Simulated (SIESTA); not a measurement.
Crystal: MgS.

```xyz
2
Lattice="0.0000 2.8331 2.8331 2.8331 0.0000 2.8331 2.8331 2.8331 0.0000" Properties=species:S:1:pos:R:3 pbc="T T T"
S     1.4166    1.4166    1.4166
Mg    0.0000    0.0000    0.0000
```

The cell comes from a database or a generator and needn't be the stable form of this composition.

| Quantity | Value |
| --- | --- |
| Program | SIESTA 5.4.2 |
| Task | single point |
| Functional | PBE |
| Potentials or basis | PseudoDojo 0.4 standard (PBE files) |
| Basis | DZP (energy shift 0.002 Ry) |
| Grid cutoff | 800 Ry |
| Energy shift | 0.002 Ry |
| k mesh | 8 × 8 × 8 |
| Occupations | fermi-dirac, width 0.05 eV |
| Spin | no spin polarisation |

On this cell: pressure 3.2 GPa; largest force zero by symmetry; band gap on the k mesh 3.36 eV, direct.

The same run follows on a disturbed copy (atoms moved at random, drawn with an rms of 0.05 Å):

```
CELL_PARAMETERS angstrom
0.00000 2.83312 2.83312
2.83312 0.00000 2.83312
2.83312 2.83312 0.00000
ATOMIC_POSITIONS crystal
S 0.25779 0.24666 0.25028
Mg 0.98714 0.01107 0.00340
```

Problem. What changes?

Solution. The energy moves by +8.8 meV/atom; pressure 3.4 GPa; largest force 0.495 eV/Å; band gap on the k mesh 3.28 eV, direct.

Forces in eV/Å, atoms in the order of the input:
```
S    0.330 -0.330 -0.165
Mg  -0.328  0.322  0.166
```

Stress tensor (GPa, compression positive):
```
 3.33 -0.61 -1.37
-0.61  3.33  1.38
-1.37  1.38  3.42
```

Caveats: semicore shells carry a single zeta, which can move pressures by several GPa and volumes by a few percent; the basis of atomic orbitals isn't converged, which shifts pressures, moduli and gaps.

